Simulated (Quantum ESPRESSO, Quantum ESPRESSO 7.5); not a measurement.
**Band edges of AlP(110) under the vacuum level**

How deep do the band edges lie under the vacuum at AlP(110), and what does relaxation change?

Program: Quantum ESPRESSO 7.5. Level of theory: plane-wave DFT, PBE, GBRV ultrasoft pseudopotentials. Results are calculated unless marked as measured.

## 1. The structure

The cell holds 18 atoms: 9 Al and 9 P. Cell: a = 5.510 Å, b = 3.896 Å, c = 31.585 Å, α = 90.0°, β = 90.0°, γ = 90.0°. It derives from AlP. Vacuum lies along c.

## 2. Self-consistent run of the ideal slab

First the slab as cut from the crystal, for comparison.

ideal.in

```
&control
  prefix = 'ideal'
  outdir = './out'
  pseudo_dir = './pseudo'
  calculation = 'scf'
  tprnfor = .true.
/
&system
  ibrav = 0
  nat = 18
  ntyp = 2
  ecutwfc = 40
  ecutrho = 200
  occupations = 'smearing'
  smearing = 'fd'
  degauss = 0.002
/
&electrons
  conv_thr = 1e-07
  mixing_beta = 0.4
  electron_maxstep = 120
  mixing_mode = 'plain'
/
ATOMIC_SPECIES
  Al  26.9815  al_pbe_v1.uspp.F.UPF
  P   30.9738  p_pbe_v1.5.uspp.F.UPF
CELL_PARAMETERS angstrom
  5.51000000000000 0.00000000000000 0.00000000000000
  0.00000000000000 3.89615836433788 0.00000000000000
  0.00000000000000 0.00000000000000 31.58463345735150
ATOMIC_POSITIONS crystal
  Al  0.000000000000 0.000000000000 0.253287726476
  P   0.250000000000 0.500000000000 0.253287726476
  Al  0.500000000000 0.500000000000 0.314965794857
  P   0.750000000000 0.000000000000 0.314965794857
  Al  0.000000000000 0.000000000000 0.376643863238
  P   0.250000000000 0.500000000000 0.376643863238
  Al  0.500000000000 0.500000000000 0.438321931619
  P   0.750000000000 0.000000000000 0.438321931619
  Al  0.000000000000 0.000000000000 0.500000000000
  P   0.250000000000 0.500000000000 0.500000000000
  Al  0.500000000000 0.500000000000 0.561678068381
  P   0.750000000000 0.000000000000 0.561678068381
  Al  0.000000000000 0.000000000000 0.623356136762
  P   0.250000000000 0.500000000000 0.623356136762
  Al  0.500000000000 0.500000000000 0.685034205143
  P   0.750000000000 0.000000000000 0.685034205143
  Al  0.000000000000 0.000000000000 0.746712273524
  P   0.250000000000 0.500000000000 0.746712273524
K_POINTS automatic
  4 6 1 0 0 0
```

Launch:

```
> OMP_NUM_THREADS=1 mpirun -n 4 pw.x -nk 2 -in ideal.in > ideal.out
```

Output:

```text
Program PWSCF v.7.5 starts
[citation notice left out]

     Parallel version (MPI & OpenMP), running on       4 processor cores
     Number of MPI processes:                 4
     Threads/MPI process:                     1

     MPI processes distributed on     1 nodes
[...]
Current dimensions of program PWSCF are:
     Max number of different atomic species (ntypx) = 10
     Max number of k-points (npk) =  40000
     Max angular momentum in pseudopotentials (lmaxx) =  4
     Message from routine setup:
     using ibrav=0 with symmetry is DISCOURAGED, use correct ibrav instead

     K-points division:     npool     =       2
     R & G space division:  proc/nbgrp/npool/nimage =       2
     Subspace diagonalization in iterative solution of the eigenvalue problem:
     a serial algorithm will be used

     Parallelization info
     --------------------
     sticks:   dense  smooth     PW     G-vecs:    dense   smooth      PW
     Min         611     486    139               109405    78186   12342
     Max         612     487    140               109418    78187   12347
     Sum        1223     973    279               218823   156373   24689

     Using Slab Decomposition

     bravais-lattice index     =            0
     lattice parameter (alat)  =      10.4124  a.u.
     unit-cell volume          =    4575.7327 (a.u.)^3
     number of atoms/cell      =           18
     number of atomic types    =            2
     number of electrons       =        72.00
     number of Kohn-Sham states=           43
     kinetic-energy cutoff     =      40.0000  Ry
     charge density cutoff     =     200.0000  Ry
     scf convergence threshold =      1.0E-07
     mixing beta               =       0.4000
     number of iterations used =            8  plain     mixing
     Exchange-correlation=  SLA  PW   PBX  PBC
                           (   1   4   3   4   0   0   0)

     celldm(1)=  10.412391  celldm(2)=   0.000000  celldm(3)=   0.000000
     celldm(4)=   0.000000  celldm(5)=   0.000000  celldm(6)=   0.000000

     crystal axes: (cart. coord. in units of alat)
               a(1) = (   1.000000   0.000000   0.000000 )
               a(2) = (   0.000000   0.707107   0.000000 )
               a(3) = (   0.000000   0.000000   5.732238 )

     reciprocal axes: (cart. coord. in units 2 pi/alat)
               b(1) = (  1.000000  0.000000  0.000000 )
               b(2) = (  0.000000  1.414214  0.000000 )
               b(3) = (  0.000000  0.000000  0.174452 )

     PseudoPot. # 1 for Al read from file:
     ./pseudo/al_pbe_v1.uspp.F.UPF
     Pseudo is Ultrasoft + core correction, Zval =  3.0
     Generated by new atomic code, or converted to UPF format
     Using radial grid of  893 points,  3 beta functions with:
                l(1) =   0
                l(2) =   1
                l(3) =   2
     Q(r) pseudized with  8 coefficients,  rinner =    0.900   0.900   0.900
                                                       0.900   0.900

     PseudoPot. # 2 for P  read from file:
     ./pseudo/p_pbe_v1.5.uspp.F.UPF
     Pseudo is Ultrasoft + core correction, Zval =  5.0
     Generated by new atomic code, or converted to UPF format
     Using radial grid of  903 points,  6 beta functions with:
                l(1) =   0
                l(2) =   0
                l(3) =   1
                l(4) =   1
                l(5) =   2
                l(6) =   2
     Q(r) pseudized with  8 coefficients,  rinner =    1.300   1.300   1.300
                                                       1.300   1.300

     atomic species   valence    mass     pseudopotential
     Al                3.00    26.98150     Al( 1.00)
     P                 5.00    30.97380     P ( 1.00)

      4 Sym. Ops. (no inversion) found

   Cartesian axes

     site n.     atom                  positions (alat units)
         1        Al     tau(   1) = (   0.0000000   0.0000000   1.4519056  )
         2        P      tau(   2) = (   0.2500000   0.3535534   1.4519056  )
         3        Al     tau(   3) = (   0.5000000   0.3535534   1.8054590  )
         4        P      tau(   4) = (   0.7500000   0.0000000   1.8054590  )
         5        Al     tau(   5) = (   0.0000000   0.0000000   2.1590124  )
         6        P      tau(   6) = (   0.2500000   0.3535534   2.1590124  )
         7        Al     tau(   7) = (   0.5000000   0.3535534   2.5125658  )
         8        P      tau(   8) = (   0.7500000   0.0000000   2.5125658  )
         9        Al     tau(   9) = (   0.0000000   0.0000000   2.8661192  )
        10        P      tau(  10) = (   0.2500000   0.3535534   2.8661192  )
        11        Al     tau(  11) = (   0.5000000   0.3535534   3.2196726  )
        12        P      tau(  12) = (   0.7500000   0.0000000   3.2196726  )
        13        Al     tau(  13) = (   0.0000000   0.0000000   3.5732260  )
        14        P      tau(  14) = (   0.2500000   0.3535534   3.5732260  )
        15        Al     tau(  15) = (   0.5000000   0.3535534   3.9267794  )
        16        P      tau(  16) = (   0.7500000   0.0000000   3.9267794  )
        17        Al     tau(  17) = (   0.0000000   0.0000000   4.2803328  )
        18        P      tau(  18) = (   0.2500000   0.3535534   4.2803328  )

     number of k points=    12  Fermi-Dirac smearing, width (Ry)=  0.0020
                       cart. coord. in units 2pi/alat
        k(    1) = (   0.0000000   0.0000000   0.0000000), wk =   0.0833333
        k(    2) = (   0.0000000   0.2357023   0.0000000), wk =   0.1666667
        k(    3) = (   0.0000000   0.4714045   0.0000000), wk =   0.1666667
        k(    4) = (   0.0000000  -0.7071068   0.0000000), wk =   0.0833333
        k(    5) = (   0.2500000   0.0000000   0.0000000), wk =   0.1666667
        k(    6) = (   0.2500000   0.2357023   0.0000000), wk =   0.3333333
        k(    7) = (   0.2500000   0.4714045   0.0000000), wk =   0.3333333
        k(    8) = (   0.2500000  -0.7071068   0.0000000), wk =   0.1666667
        k(    9) = (  -0.5000000   0.0000000   0.0000000), wk =   0.0833333
        k(   10) = (  -0.5000000   0.2357023   0.0000000), wk =   0.1666667
        k(   11) = (  -0.5000000   0.4714045   0.0000000), wk =   0.1666667
        k(   12) = (  -0.5000000  -0.7071068   0.0000000), wk =   0.0833333

     Dense  grid:   218823 G-vectors     FFT dimensions: (  48,  36, 270)

     Smooth grid:   156373 G-vectors     FFT dimensions: (  45,  30, 243)

     Estimated max dynamical RAM per process >     325.03 MB

     Estimated total dynamical RAM >       1.22 GB

[...]
iteration #  3     ecut=    40.00 Ry     beta= 0.40
[...]
negative rho (up, down):  3.282E-04 0.000E+00

[...]
total energy              =    -200.53124563 Ry
     estimated scf accuracy    <       0.37400782 Ry

     iteration #  4     ecut=    40.00 Ry     beta= 0.40
[...]
negative rho (up, down):  3.707E-04 0.000E+00

[...]
total energy              =    -200.57706623 Ry
     estimated scf accuracy    <       0.02875926 Ry

     iteration #  5     ecut=    40.00 Ry     beta= 0.40
[...]
negative rho (up, down):  4.029E-04 0.000E+00

[...]
total energy              =    -200.57913038 Ry
     estimated scf accuracy    <       0.00732203 Ry

     iteration #  6     ecut=    40.00 Ry     beta= 0.40
[...]
c_bands:  1 eigenvalues not converged
[...]
negative rho (up, down):  4.176E-04 0.000E+00

[...]
total energy              =    -200.57982914 Ry
     estimated scf accuracy    <       0.00050822 Ry

     iteration #  7     ecut=    40.00 Ry     beta= 0.40
[...]
negative rho (up, down):  4.217E-04 0.000E+00

[...]
total energy              =    -200.57998209 Ry
     estimated scf accuracy    <       0.00009303 Ry

     iteration #  8     ecut=    40.00 Ry     beta= 0.40
[...]
negative rho (up, down):  4.243E-04 0.000E+00

[...]
total energy              =    -200.58007382 Ry
     estimated scf accuracy    <       0.00001186 Ry

     iteration #  9     ecut=    40.00 Ry     beta= 0.40
[...]
negative rho (up, down):  4.258E-04 0.000E+00

[...]
total energy              =    -200.58007631 Ry
     estimated scf accuracy    <       0.00000244 Ry

     iteration # 10     ecut=    40.00 Ry     beta= 0.40
[...]
negative rho (up, down):  4.265E-04 0.000E+00

[...]
total energy              =    -200.58007717 Ry
     estimated scf accuracy    <       0.00000025 Ry

     iteration # 11     ecut=    40.00 Ry     beta= 0.40
[...]
negative rho (up, down):  4.269E-04 0.000E+00

[...]
total energy              =    -200.58007733 Ry
     estimated scf accuracy    <       0.00000015 Ry

     iteration # 12     ecut=    40.00 Ry     beta= 0.40
[...]
negative rho (up, down):  4.274E-04 0.000E+00

[...]
End of self-consistent calculation

          k = 0.0000 0.0000 0.0000 ( 19571 PWs)   bands (ev):

   -10.9411 -10.6862 -10.3125  -9.8369  -9.2941  -8.9138  -8.7816  -8.5505
    -8.5496  -4.8230  -4.6537  -4.4430  -4.1624  -3.7183  -2.9493  -2.8524
    -2.8152  -2.2665  -2.2486  -1.8802  -1.6950  -1.6436  -1.4286  -1.2647
    -1.1240  -0.8464  -0.7425  -0.4694  -0.3066  -0.1148   0.0277   0.2420
     0.3818   0.3906   0.5161   0.5288   1.7352   1.9619   2.2945   2.6799
     3.1047   3.2365   3.6333

          k = 0.0000 0.2357 0.0000 ( 19593 PWs)   bands (ev):

   -10.7444 -10.4934 -10.1274  -9.6663  -9.1493  -8.8229  -8.7566  -8.4748
    -8.4677  -4.6943  -4.5621  -4.4122  -4.1930  -3.7970  -3.0623  -2.6979
    -2.6727  -2.4693  -2.2619  -2.1544  -2.0576  -2.0466  -1.8803  -1.5748
    -1.4794  -1.2366  -1.2106  -1.0410  -0.9128  -0.7510  -0.6850  -0.4944
    -0.2989  -0.1857   0.3780   0.4606   1.9181   2.0485   3.0486   3.7922
     3.7964   3.9452   4.1787

          k = 0.0000 0.4714 0.0000 ( 19573 PWs)   bands (ev):

   -10.1953  -9.9610  -9.6288  -9.2352  -8.8896  -8.8526  -8.7860  -8.3233
    -8.3159  -4.5742  -4.5516  -4.4720  -4.3824  -4.2346  -3.7594  -3.1627
    -3.0041  -2.7966  -2.7366  -2.6664  -2.4509  -2.1820  -2.1233  -1.9896
    -1.7326  -1.6857  -1.6126  -1.3404  -1.3058  -1.2853  -1.2192  -1.1430
    -0.9563  -0.4292   0.3570   0.4373   1.8206   1.8942   2.6636   2.7568
     3.1950   3.4073   3.6145

          k = 0.0000-0.7071 0.0000 ( 19526 PWs)   bands (ev):

    -9.5072  -9.4048  -9.3554  -9.1645  -9.1253  -8.9049  -8.9026  -8.2524
    -8.2385  -4.7825  -4.6786  -4.4584  -4.2905  -4.1120  -4.0261  -3.9559
    -3.8733  -3.8659  -2.3581  -2.3285  -2.1804  -2.1226  -1.9590  -1.8883
    -1.7928  -1.7285  -1.7185  -1.6514  -1.6180  -1.5026  -1.3496  -1.2157
    -0.8664  -0.8077   0.4748   0.5448   1.6028   1.6056   2.1653   2.4440
     2.7393   2.9780   3.1273

          k = 0.2500 0.0000 0.0000 ( 19587 PWs)   bands (ev):

   -10.7219 -10.4804 -10.1352  -9.7187  -9.3031  -9.2519  -9.1746  -8.7928
    -8.7905  -4.6657  -4.6380  -4.2830  -4.2195  -4.0558  -3.6499  -2.8143
    -2.0893  -2.0714  -1.8207  -1.6588  -1.4839  -1.4385  -1.2392  -1.0270
    -0.9659  -0.8932  -0.6417  -0.4272  -0.3012  -0.1610  -0.1201  -0.1042
     0.1067   0.1106   0.4278   0.4608   1.9128   1.9557   2.6429   3.0342
     3.4181   3.5436   3.6597

          k = 0.2500 0.2357 0.0000 ( 19589 PWs)   bands (ev):

   -10.5344 -10.2970  -9.9596  -9.5576  -9.1803  -9.1567  -9.0774  -8.6639
    -8.6580  -4.5562  -4.5337  -4.2788  -4.2046  -4.0902  -3.6321  -2.8604
    -2.4316  -2.4051  -2.1558  -2.0794  -1.9767  -1.9385  -1.6089  -1.4768
    -1.3533  -1.2225  -1.0596  -1.0224  -0.9672  -0.8866  -0.6112  -0.5872
    -0.1692  -0.0533   0.4821   0.5492   1.8811   1.9428   3.3706   3.7776
     3.8122   4.0985   4.2350

[...]
the Fermi energy is     1.0948 ev

!    total energy              =    -200.58007736 Ry
     estimated scf accuracy    <          5.5E-09 Ry
     smearing contrib. (-TS)   =      -0.00000000 Ry
     internal energy E=F+TS    =    -200.58007736 Ry

     The total energy is F=E-TS. E is the sum of the following terms:
     one-electron contribution =   -1649.27722664 Ry
     hartree contribution      =     845.03188072 Ry
     xc contribution           =     -91.57345360 Ry
     ewald contribution        =     695.23872216 Ry

     convergence has been achieved in  12 iterations

     negative rho (up, down):  4.274E-04 0.000E+00

     Forces acting on atoms (cartesian axes, Ry/au):

     atom    1 type  1   force =     0.05547818    0.00000000    0.05895267
     atom    2 type  2   force =    -0.02546770    0.00000000   -0.04526959
     atom    3 type  1   force =    -0.01507742   -0.00000000    0.00156650
     atom    4 type  2   force =    -0.02204410    0.00000000   -0.02008467
     atom    5 type  1   force =     0.01109561    0.00000000    0.00340664
     atom    6 type  2   force =     0.00016787    0.00000000    0.00444021
     atom    7 type  1   force =    -0.00417391    0.00000000   -0.00056618
     atom    8 type  2   force =    -0.00223655    0.00000000   -0.00185239
     atom    9 type  1   force =     0.00379418    0.00000000    0.00000000
     atom   10 type  2   force =     0.00072186    0.00000000    0.00000000
     atom   11 type  1   force =    -0.00417391    0.00000000    0.00056618
     atom   12 type  2   force =    -0.00223655    0.00000000    0.00185239
     atom   13 type  1   force =     0.01109561    0.00000000   -0.00340664
     atom   14 type  2   force =     0.00016787   -0.00000000   -0.00444021
     atom   15 type  1   force =    -0.01507742    0.00000000   -0.00156650
     atom   16 type  2   force =    -0.02204410    0.00000000    0.02008467
     atom   17 type  1   force =     0.05547818    0.00000000   -0.05895267
     atom   18 type  2   force =    -0.02546770    0.00000000    0.04526959

     Total force =     0.145316     Total SCF correction =     0.000058

[...]
=------------------------------------------------------------------------------=
   JOB DONE.
=------------------------------------------------------------------------------=
```

It took 84 s on 4 MPI ranks of Arm Neoverse V2, shared host; peak memory 1.2 GiB; 5.6 min of CPU time.

Read from the output:

```
free energy  : -2729.0310 eV
Fermi energy : 1.095 eV
```

## 3. Electrostatic potential of the ideal slab

plot_num = 11 writes the bare and Hartree potential. It leaves out exchange and correlation, which fade slowly, so it flattens close to the surface.

ideal.pot.in

```
&inputpp
  prefix = 'ideal'
  outdir = './out'
  filplot = 'ideal.pot.dat'
  plot_num = 11
/
```

Launch:

```
> OMP_NUM_THREADS=1 mpirun -n 4 pp.x -in ideal.pot.in > ideal.pot.out
```

Output:

```text
[banner, memory and clock lines left out]
Program POST-PROC v.7.5 starts

          URL

     ./out/ideal.save/

     IMPORTANT: XC functional enforced from input :
     Exchange-correlation= PBE
                           (   1   4   3   4   0   0   0)
     Any further DFT definition will be discarded
     Please, verify this is what you really want

     negative rho (up, down):  4.274E-04 0.000E+00

     Calling punch_plot, plot_num =  11
     Writing data to file  ideal.pot.dat
     Message from routine chdens:
     namelist plot not found or invalid, exiting
```

The job ended after 1.1 s (4 MPI ranks; peak memory 0.21 GiB).

Numbers from this step:

* slope of the potential above: 1.46e-4 eV/Å
* upper vacuum line continued to the top atoms, over the Fermi level: 4.394 eV
* slope of the potential below: -8.96e-5 eV/Å
* lower vacuum line continued to the bottom atoms, over the Fermi level: 4.394 eV
* vacuum level at the upper face over a Fermi level inside the gap: 4.395 eV
* vacuum level at the lower face over a Fermi level inside the gap: 4.395 eV

## 4. Planar and running averages

A running mean over two layers gives the mean potential in the slab's middle.

ideal.avg.in

```
1
ideal.pot.dat
1.0
324
3
7.3626722468
```

Launch:

```
> OMP_NUM_THREADS=1 average.x < ideal.avg.in > ideal.avg.out
```

Output:

```text
[banner, memory and clock lines left out]
Program AVERAGE v.7.5 starts

          URL

     Reading header from file  ideal.pot.dat
     Reading data from file  ideal.pot.dat
     Output written to file avg.dat

[...]
```

Run time: 0.56 s. Hardware: 1 MPI rank; peak memory 0.12 GiB.

Numbers from this step:

```
average.x's running mean in the middle layers, on the run's own zero                  : -3.324 eV
mean potential by an exact Fourier window in the middle layers, on the run's own zero : -3.320 eV
```

Electrostatic potential energy of an electron; zero at the Fermi level; window 3.8962 Å. Potential energy, running mean against z:

| z (Å) | potential energy, running mean (eV) |
| --- | --- |
| 0 | 4.39 |
| 1 | 4.39 |
| 2 | 4.39 |
| 3 | 4.39 |
| 4 | 4.38 |
| 5 | 4.20 |
| 6 | 2.38 |
| 7 | -0.0810 |
| 8 | -2.19 |
| 9 | -4.27 |
| 10 | -4.18 |
| 11 | -4.45 |
| 12 | -4.29 |
| 13 | -4.50 |
| 14 | -4.31 |
| 15 | -4.51 |
| 16 | -4.33 |
| 17 | -4.49 |
| 18 | -4.33 |
| 19 | -4.48 |
| 20 | -4.32 |
| 21 | -4.38 |
| 22 | -4.23 |
| 23 | -3.85 |
| 24 | -0.950 |
| 25 | 0.571 |
| 26 | 3.55 |
| 27 | 4.33 |
| 28 | 4.39 |
| 29 | 4.39 |
| 30 | 4.39 |
| 31 | 4.39 |

(Continued in part 2 of 6.)

[Logs are printed without paths, hosts, clocks, repeated set-up lines and the standing remarks that a program may print on its own settings, such as how far it seeks lower states.]

[Hosts, paths, dates, database ids (printed as entryN), source tags and the programs' standing remarks are cut or masked in the printed files.]

[Maps of the electrostatic potential energy from Ansatz leave out the sawtooth potential of an applied field or a dipole correction, so their vacuum need not be flat; planar profiles and work functions include it.]
